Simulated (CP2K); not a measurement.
## GaSb in CP2K: the effect of functional

GaSb:

```xyz
2
Lattice="4.3261 0.0000 0.0000 2.1630 3.7465 0.0000 2.1630 1.2488 3.5322" Properties=species:S:1:pos:R:3 pbc="T T T"
Sb    6.4891    3.7465    2.6492
Ga    0.0000    0.0000    0.0000
```

Alike in all runs:

- Program: CP2K 2026.2
- Task: band structure
- Potentials or basis: POTENTIAL_UZH Sb GTH-PBE-q5, Ga GTH-PBE-q13; TZVP-MOLOPT-PBE-GTH basis
- Density cutoff: 9184 eV
- k mesh: 8 × 8 × 8
- Occupations: fermi-dirac, width 0.05 eV
- Spin: no spin polarisation

**Question.** One run gave: gap on the mesh 0.39 eV; pressure 3.2 GPa. Which functional did it use?
A. LDA
B. BLYP
C. PBEsol
D. M06-L
E. RPBE

**Answer.** D.

```csv
functional,gap on the mesh (eV),pressure (GPa)
LDA,none,0.6
PBEsol,none,1.3
RPBE,0.16,4.0
BLYP,none,5.6
M06-L,0.39,3.2
```

Caveats: the potentials were made for another functional, which shifts forces and pressure; spin-orbit coupling is left out, which moves the levels of the heavy elements; the basis of atomic orbitals isn't converged, which shifts pressures, moduli and gaps.

A gap of «none» marks a metal or a gap under the smearing width.

Runs at the PBE level aren't shown here.
